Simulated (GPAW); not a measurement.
The system is CuI (Marshite).

```
I Cu
1.0
     0.00000    3.03150    3.03150
     3.03150    0.00000    3.03150
     3.03150    3.03150    0.00000
I Cu
1 1
Direct
  0.00000 0.00000 0.00000
  0.75000 0.75000 0.75000
```

```yaml
Program: GPAW 26.7.0
Task: relaxation of cell and atoms
Functional: BLYP
Dispersion: D3(BJ)
Potentials_or_basis: PAW data sets generated in the run's folder for this functional
Cutoff: 600 eV
Basis: pw
k_mesh: 8 × 8 × 8
Occupations: fermi-dirac, width 0.05 eV
Spin: no spin polarisation
```

At the start: pressure -1.4 GPa; volume 27.86 Å³/atom.

Question: Where does the relaxation end?

Answer: Over 14 steps the energy falls by 3.5 meV/atom and the volume is 26.95 Å³/atom (-3.3 %); space group F-43m (No. 216, to 0.05 Å).

The path:
```
step  energy change (eV)  largest force (eV/Å)  pressure (GPa)  volume (Å³)
   1              0.0000                0.0000           -1.40        55.72
   2             -0.0016                0.0000           -1.25        55.52
   3             -0.0041                0.0000           -0.97        55.13
   4             -0.0063                0.0000           -0.57        54.62
   5             -0.0070                0.0000           -0.08        54.03
   6             -0.0060                0.0000            0.45        53.43
   7             -0.0061                0.0000            0.44        53.45
   8             -0.0062                0.0000            0.41        53.48
   9             -0.0063                0.0000            0.37        53.52
  10             -0.0064                0.0000            0.32        53.58
  11             -0.0066                0.0000            0.26        53.64
  12             -0.0067                0.0000            0.19        53.72
  13             -0.0068                0.0000            0.12        53.80
  14             -0.0069                0.0000            0.04        53.90
```

Final structure:
```yaml
crystal:
  lattice:
    - [0.00000, 2.99807, 2.99807]
    - [2.99807, 0.00000, 2.99807]
    - [2.99807, 2.99807, 0.00000]
  atoms:
    - { symbol: I, position: [0.00000, 0.00000, 0.00000] }
    - { symbol: Cu, position: [0.75000, 0.75000, 0.75000] }
```

Caveat: with this Cu data set, volumes or pressures lay over 1.5 % or 2 GPa off other programs in two to four cells of ten; later steps reuse the first step's grids.
